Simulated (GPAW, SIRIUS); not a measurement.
This is a calculation of MnO2 for GPAW 26.7.0 (ASE script). Atoms were shifted at random by some hundredths of an Å from the given cell, which wasn't relaxed again for these runs. The cell is a database's computed one, not the measured one.

File run.py:

```python
from ase import Atoms
from ase.dft.bandgap import bandgap
from ase.io import write
from ase.units import GPa
from ase.parallel import parprint
from gpaw import GPAW, PW, setup_paths

setup_paths.insert(0, '.')

atoms = Atoms(['Mn', 'Mn', 'O', 'O', 'O', 'O'],
              cell=[[4.4004184607, 0.0, 0.0],
                    [0.0, 4.4004184607, 0.0],
                    [0.0, 0.0, 2.86707794]],
              scaled_positions=[[0.490259, 0.491717, 0.491012],
                                [0.010043, -0.006073, -0.01145],
                                [0.814901, 0.192327, 0.52103],
                                [0.696821, 0.702752, -0.015251],
                                [0.197118, 0.794042, 0.489402],
                                [0.303579, 0.289615, 0.011365]],
              pbc=True)
atoms.set_initial_magnetic_moments([4.0, 4.0, 0.0, 0.0, 0.0, 0.0])

calc = GPAW(mode=PW(800),
            xc='PBEsol',
            kpts={'size': (6, 6, 9), 'gamma': True},
            occupations={'name': 'fermi-dirac', 'width': 0.05},
            nbands=47,
            convergence={'density': 1e-05, 'energy': 1e-05},
            maxiter=150,
            txt='gpaw.txt')
atoms.calc = calc
energy = atoms.get_potential_energy()
forces = atoms.get_forces()
stress = atoms.get_stress()
calc.write('gs.gpw')
write('result.traj', atoms)
parprint(f'Energy: {energy:.6f} eV')
parprint('Forces (eV/A):')
parprint(forces.round(4))
parprint('Stress (GPa):', (stress / GPa).round(3))
parprint('Moments:', calc.get_magnetic_moments().round(3))
parprint('Fermi level:', round(calc.get_fermi_level(), 4), 'eV')
parprint(f'Gap: {bandgap(calc)[0]:.4f} eV, direct: {bandgap(calc, direct=True)[0]:.4f} eV')
```

Potentials or basis: PAW data sets generated in the run's folder for this functional, pw.

Launch:

```bash
$ gpaw-setup -f PBEsol Mn O
$ OMP_NUM_THREADS=1 mpirun -n 4 gpaw python run.py
```

What does the same run look like in SIRIUS 7.12.0? Potentials or basis there: PseudoDojo 0.4.1 PBEsol standard (scalar relativistic), cutoff 1307 eV.

As run (cutoffs and basis follow the program's own potentials, and thresholds, step limits or extra output files can differ):

Contents of sirius.json:

```json
{
  "control": {
    "processing_unit": "cpu",
    "verbosity": 2,
    "num_bands_to_print": 38,
    "print_forces": true,
    "print_stress": true
  },
  "parameters": {
    "electronic_structure_method": "pseudopotential",
    "xc_functionals": ["XC_GGA_X_PBE_SOL", "XC_GGA_C_PBE_SOL"],
    "gk_cutoff": 9.8,
    "pw_cutoff": 19.6,
    "ngridk": [6, 6, 9],
    "shiftk": [0, 0, 0],
    "smearing": "fermi_dirac",
    "smearing_width": 0.0018374661,
    "num_bands": 38,
    "num_mag_dims": 1,
    "num_dft_iter": 100,
    "energy_tol": 1e-08,
    "density_tol": 1e-06
  },
  "iterative_solver": {
    "type": "davidson",
    "min_tolerance": 1e-10
  },
  "mixer": {
    "type": "anderson",
    "beta": 0.5,
    "max_history": 8
  },
  "settings": {
    "tol_ne": 1e-10,
    "pseudo_grid_cutoff": 6.5,
    "smooth_initial_mag": true
  },
  "unit_cell": {
    "lattice_vectors": [
      [8.31558572447, 0.0, 0.0],
      [0.0, 8.31558572447, 0.0],
      [0.0, 0.0, 5.417992084556]
    ],
    "atom_coordinate_units": "lattice",
    "atom_types": ["Mn", "O"],
    "atom_files": {
      "O": "O.json",
      "Mn": "Mn.json"
    },
    "atoms": {
      "Mn": [
        [0.490259, 0.491717, 0.491012, 0.0, 0.0, 4.0],
        [0.010043, -0.006073, -0.01145, 0.0, 0.0, 4.0]
      ],
      "O": [
        [0.814901, 0.192327, 0.52103, 0.0, 0.0, 0.0],
        [0.696821, 0.702752, -0.015251, 0.0, 0.0, 0.0],
        [0.197118, 0.794042, 0.489402, 0.0, 0.0, 0.0],
        [0.303579, 0.289615, 0.011365, 0.0, 0.0, 0.0]
      ]
    }
  }
}
```

Potentials or basis: PseudoDojo 0.4.1 PBEsol standard (scalar relativistic).

Launch:

```sh
$ upf_to_json O.upf
$ upf_to_json Mn.upf
$ OMP_NUM_THREADS=4 sirius.scf --input=sirius.json --output=out.json --task=0
```

Both were run:

|  | GPAW | SIRIUS |
| --- | --- | --- |
| Pressure | 0.7 GPa | -2.8 GPa |
| Largest force | 1.752 eV/Å | 1.706 eV/Å |
| Net moment | 5.96 μB per cell | 5.99 μB per cell |

The magnetic state is the one that the start led to; the real crystal's order can differ.

The two runs disagree by more than potentials and bases usually give (in gap, levels, pressure or energy); the cause wasn't traced.

Pressure is positive in compression.
